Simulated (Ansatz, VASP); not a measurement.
**SnO (Romarchite): VASP beside Ansatz**

INCAR

```
SYSTEM = SnO
PREC = Accurate ; ENCUT = 520
EDIFF = 1E-6 ; ISMEAR = 0
SIGMA = 0.01 ; LREAL = .FALSE.
LASPH = .TRUE. ; NELM = 100
ALGO = Normal ; ISIF = 2
LWAVE = .FALSE. ; LCHARG = .FALSE.
GGA = PE ; NBANDS = 28
```

Contents of KPOINTS:

```
Automatic mesh
0
G
  6 6 4
  0 0 0
```

Contents of POSCAR:

```
SnO
1.0
    3.8112200263      0.0000000000      0.0000000000
    0.0000000000      3.8112200263      0.0000000000
    0.0000000000      0.0000000000      4.8568825102
Sn O
2 2
Direct
    0.5000000000      0.0000000000      0.2369000000
    0.0000000000      0.5000000000      0.7631000000
    0.0000000000      0.0000000000      0.0000000000
    0.5000000000      0.5000000000      0.0000000000
```

Input for Ansatz:

```yaml
crystal:
  lattice:
    - [3.81122002626298, 0.0, 0.0]
    - [0.0, 3.81122002626298, 0.0]
    - [0.0, 0.0, 4.8568825101705455]
  atoms:
    - { symbol: Sn, position: [0.5, 0.0, 0.2369] }
    - { symbol: Sn, position: [0.0, 0.5, 0.7631] }
    - { symbol: O, position: [0.0, 0.0, 0.0] }
    - { symbol: O, position: [0.5, 0.5, 0.0] }
basis:
  ecutwfc: 420.0
kpoints:
  mp_grid:
    grid: [6, 6, 4]
hamiltonian:
  xc: pbe
  pseudopotentials:
    kind: paw
scf:
  occupations:
    method: fixed
output:
  stress: true
```

Alike in both runs: task single point; functional PBE; k mesh 6 × 6 × 4; no spin polarisation.

|  | VASP | Ansatz |
| --- | --- | --- |
| version | VASP 6.6.1 | Ansatz 0.2.0 |
| potentials or method | VASP PAW PBE potentials, release 64 (Sn_d, O) | plane waves, PAW |
| plane-wave cutoff (eV) | 520 | 420 |
| occupations | gaussian, width 0.01 eV | fixed |
| valence electrons in the cell | 40 | 40 |

Ansatz gave:

| Quantity | Value |
| --- | --- |
| pressure (GPa) | 3.8 |
| largest component of the traceless stress (GPa) | 0.63 |

Q: Estimate VASP's values.

A: Pressure (GPa): 4.0; largest component of the traceless stress (GPa): 0.61.
